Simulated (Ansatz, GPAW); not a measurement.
W: programs and potentials compared

```
CELL_PARAMETERS angstrom
-1.58234 1.58234 1.58234
1.58234 -1.58234 1.58234
1.58234 1.58234 -1.58234
ATOMIC_POSITIONS crystal
W 0.00000 0.00000 0.00000
```

Alike in all runs: task single point; functional PBE; k mesh 12 × 12 × 12; occupations gaussian, width 0.023 eV; no spin polarisation; no spin-orbit coupling. Pressure is positive in compression and, in plane waves, holds the error of the finite cutoff, which Ansatz's Pulay term estimates and takes out.

```tsv
program and potentials	plane-wave cutoff (eV)	notes	band gap (eV)	pressure (GPa)
Ansatz, Ansatz PAW	420	Pulay term of +0.08 GPa included	no gap	6.03
GPAW, GPAW PAW data sets (gpaw-data 1.2.1)	600	-	no gap	5.82
Ansatz, all-electron LAPW, scalar-relativistic	-	-	?	?
```

Problem. Estimate from the other rows what the run with Ansatz, all-electron LAPW, scalar-relativistic gave.

Solution. No band gap; pressure 6.10 GPa. The other rows, which needn't bracket it: pressure 5.82 to 6.03.
